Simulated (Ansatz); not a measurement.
We consider fluorite SrF2, described by r²SCANh (Ansatz, a program for electronic structure, PAW).

Numerical settings: plane-wave cutoff 520 eV, 8×8×8 k mesh, Fermi–Dirac smearing 0.01 eV, scalar-relativistic PAW data made under PBE.

Response to compression and expansion:

| V (Å³/atom) | P (GPa) | direct gap at Γ (eV) | smallest gap on the k mesh (eV) |
|---|---|---|---|
| 15.299 | 4.33 | 9.025 | 8.935 |
| 15.701 | 2.00 | 8.879 | 8.784 |
| 15.989 | 0.53 | 8.778 | 8.680 |
| 16.507 | -1.77 | 8.604 | 8.502 |
| 16.909 | -3.30 | 8.475 | 8.370 |

The fundamental gap (8.64 eV at the equilibrium volume, on the SCF mesh) lies elsewhere than Γ–Γ.

Measured, for comparison: band gap 11.1 eV (temperature not stated, no zero-point or thermal correction; as tabulated in Aguado et al. (1999), arXiv:cond-mat/9901145).

Spin–orbit coupling is not included.
